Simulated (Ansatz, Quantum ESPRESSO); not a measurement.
# 2H-WS2, 2 layers, AA' stacking: the gap on the mesh at a withheld member of a series

Method. Quantum ESPRESSO 7.5, PBE, SG15 norm-conserving. Cell and atoms are relaxed under PBE-D3(BJ) (GBRV files) and held. Screened hybrids with norm-conserving files, screening 0.106 per bohr, fixed occupations, a 9×9×1 mesh with exchange on 3×3×1 q points. Levels count from the potential in the middle of the vacuum. The series steps the share of short-range exact exchange (0.25 is HSE06, 0 is PBE).

| share of short-range exact exchange | gap on the mesh (eV) |
| --- | --- |
| 0 | 1.477 |
| 0.125 | 1.741 |
| 0.25 | 2.018 |
| 0.4 | 2.350 |

To predict: What is the gap on the mesh at 0.3?

**Worked estimate.** The rows at 0.25 and 0.4 give a slope of (2.350 − (2.018))/(0.4 − (0.25)) = 2.213, so a straight line gives 2.129 eV. A parabola through these and the row at 0.125 gives 2.129 eV.

**Check.** 2.132 eV. The line misses by −0.003 and the parabola by −0.003 eV. Both misses are under 5 % of the step from the nearer row.

Caveats: Gaps are those of the mesh; no spin-orbit coupling; the q mesh was not tested; the geometry stays that of PBE-D3(BJ).
